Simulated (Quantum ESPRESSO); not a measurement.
**CoO under changes of volume**

One of the cells (9.684 Å³/atom); the others are scaled copies at fixed shape and fractional positions:

```
Co O
1.0
     0.00000    2.13150    2.13150
     2.13150    0.00000    2.13150
     2.13150    2.13150    0.00000
Co O
1 1
Direct
  0.00000 0.00000 0.00000
  0.50000 0.50000 0.50000
```

- Program: Quantum ESPRESSO 7.5
- Functional: PBE
- Potentials or basis: PseudoDojo 0.5 SR PBE stringent
- Cutoff: 1415 eV
- Density cutoff: 5660 eV
- k mesh: 11 × 11 × 11
- Occupations: fermi-dirac, width 0.05 eV
- Spin: collinear spin, ferromagnetic start
- Starting moments: [2.0, 0.0] μB

```csv
volume (Å³/atom),energy over the lowest point (meV/atom),pressure (GPa),moment (μB per cell)
9.103,?,?,?
9.297,4.43,5.5,2.92
9.490,0.00,1.6,2.96
9.684,0.11,-2.0,2.98
9.878,4.53,-5.3,2.99
10.071,12.88,-8.4,3.00
10.265,24.76,-11.1,3.00
```

Question: What does the run at 9.103 Å³/atom give?

Answer: Energy over the lowest point 13.62 meV/atom; pressure 9.7 GPa; moment 2.87 μB per cell.

Worked out: A Birch-Murnaghan fit of order 3 (a polynomial in V^(-2/3)) to the other rows has its minimum at 9.58 Å³/atom with B0 = V·E''(V) = 182 GPa and B' = 3.3. It gives 13.99 meV/atom at 9.103 Å³/atom, against the run's 13.62, and -dE/dV = 10.1 GPa, against 9.7. A parabola through the other rows of the moment, of slope 0.233 μB per Å³/atom there, extrapolates to 2.88 μB, against the run's 2.87.

Energies are extrapolated to zero smearing.

Caveats: a cell with one magnetic atom can't hold antiferromagnetic order, which such compounds often take.
